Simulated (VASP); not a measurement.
A run of VASP 6.6.1 is set up as follows.

Contents of INCAR:

```
SYSTEM = Al
PREC = Accurate ; ENCUT = 700
EDIFF = 1E-6 ; ISMEAR = 1
SIGMA = 0.1 ; LREAL = .False.
LASPH = .True. ; NELM = 120
ALGO = Normal ; ISIF = 3
LWAVE = .False. ; LCHARG = .False.
GGA = PE ; IBRION = 2
NSW = 60 ; EDIFFG = -0.005
```

KPOINTS

```
regular mesh
0
Gamma
  18 18 18
  0 0 0
```

The input POSCAR:

```
Al
1.0
    0.0000000000      2.0100000000      2.0100000000
    2.0100000000      0.0000000000      2.0100000000
    2.0100000000      2.0100000000      0.0000000000
Al
1
Direct
    0.0000000000      0.0000000000      0.0000000000
```

Potentials or basis: VASP PAW PBE potentials, release 64 (Al).

Launch:

```console
$ cat potpaw_PBE.64/Al/POTCAR > POTCAR
$ mpirun -np 1 vasp_std > vasp.out
```

(1) What does it give for the band gap on the k mesh?

(2) Predict the space group after relaxing (to 0.05 Å).

(3) Predict the relaxed cell.

(4) Estimate the relaxed volume.

## Answers

(1) none (metal or under the smearing width).

(2) Fm-3m (No. 225).

(3) a = 2.858 Å, b = 2.858 Å, c = 2.858 Å, α = 60.00°, β = 60.00°, γ = 60.00°.

(4) 16.50 Å³/atom.
